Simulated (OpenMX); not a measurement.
# GaSb under changes of volume

One of the cells (28.625 Å³/atom); the others are scaled copies at fixed shape and fractional positions:

```
CELL_PARAMETERS angstrom
0.00000 3.05900 3.05900
3.05900 0.00000 3.05900
3.05900 3.05900 0.00000
ATOMIC_POSITIONS crystal
Sb 0.75000 0.75000 0.75000
Ga 0.00000 0.00000 0.00000
```

- Program: OpenMX 3.8.5
- Functional: PBE
- Potentials or basis: OpenMX 2013 PBE set, Sb7.0-s3p2d2f1, Ga7.0-s3p2d2f1, fixed grid of 48 × 48 × 48 points
- k mesh: 9 × 9 × 9
- Occupations: fermi-dirac, width 0.05 eV
- Spin: no spin polarisation

```csv
volume (Å³/atom),energy over the lowest point (meV/atom),gap on the mesh (eV)
26.907,89.04,0.45
27.480,62.80,0.30
28.052,41.85,0.15
28.625,25.21,none
29.197,13.31,none
29.770,?,?
30.342,0.00,none
```

Task: What does the run at 29.770 Å³/atom give?

Result: Energy over the lowest point 5.19 meV/atom; gap on the mesh none.

Worked out: A Birch-Murnaghan fit of order 3 (a polynomial in V^(-2/3)) to the other rows has its minimum at 30.97 Å³/atom, just outside them, with B0 = V·E''(V) = 43 GPa and B' = 4.3. It gives 4.88 meV/atom at 29.770 Å³/atom, against the run's 5.19.

Energies are extrapolated to zero smearing.

Caveats: the basis of atomic orbitals isn't converged, which shifts pressures, moduli and gaps; spin-orbit coupling is left out, which moves the levels of the heavy elements (some runs); an odd mesh through Γ misses points on the zone boundary, where band edges often lie (some runs).

A gap of «none» marks a metal or a gap under the smearing width.
